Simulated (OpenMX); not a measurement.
Crystal: Al2Au.

```
CELL_PARAMETERS angstrom
0.00000 3.00000 3.00000
3.00000 0.00000 3.00000
3.00000 3.00000 0.00000
ATOMIC_POSITIONS crystal
Au 0.00000 0.00000 0.00000
Al 0.75000 0.75000 0.75000
Al 0.25000 0.25000 0.25000
```

| Quantity | Value |
| --- | --- |
| Program | OpenMX 3.8.5 |
| Task | single point |
| Functional | PBE |
| Potentials or basis | OpenMX 2013 PBE set, Au7.0-s3p2d2f1, Al7.0-s2p2d1, grid cutoff 400 Ry |
| k mesh | 9 × 9 × 9 |
| Occupations | fermi-dirac, width 0.05 eV |
| Spin | no spin polarisation |

On this cell: pressure 3.6 GPa; largest force zero by symmetry; band gap on the k mesh none (metal or under the smearing width).

The same run follows on a disturbed copy (atoms moved at random, drawn with an rms of 0.05 Å):

```
Au Al
1.0
     0.00000    3.00000    3.00000
     3.00000    0.00000    3.00000
     3.00000    3.00000    0.00000
Au Al
1 2
Cartesian
  0.0066 0.0060 -0.0555
  4.5597 4.4825 4.4633
  1.5347 1.5050 1.4800
```

Problem. What does the disturbed cell give?

Solution. The energy (extrapolated to zero smearing) moves by +4.8 meV/atom; pressure 3.8 GPa; largest force 0.464 eV/Å; band gap on the k mesh none (metal or under the smearing width).

Forces in eV/Å, atoms in the order of the input:
```
Au   0.379 -0.118  0.240
Al  -0.287  0.121 -0.052
Al  -0.094 -0.004 -0.188
```

Caveats: the basis of atomic orbitals isn't converged, which shifts pressures, moduli and gaps.
